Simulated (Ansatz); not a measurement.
## CsH under pressure

Computed with DFT LDA, scalar-relativistic, plane waves, PAW in Ansatz. Settings: 420 eV plane-wave cutoff, Γ-centred 8×8×8 mesh, fixed occupations. No spin polarisation. Phonons by linear response, acoustic sum rule imposed.

Relaxed structure:
```
Cs H
1.0
     0.00000    3.04862    3.04862
     3.04862    0.00000    3.04862
     3.04862    3.04862    0.00000
Cs H
1 1
Cartesian
  0.0000 0.0000 0.0000
  3.0486 3.0486 3.0486
```

Optical modes at Γ (cm⁻¹) at zero pressure: 452.

**Question.** Under hydrostatic pressure the same modes lie at 551 cm⁻¹. What is the pressure, and how much has the cell shrunk?

**Answer.** 2 GPa; the volume is 12.3 % smaller.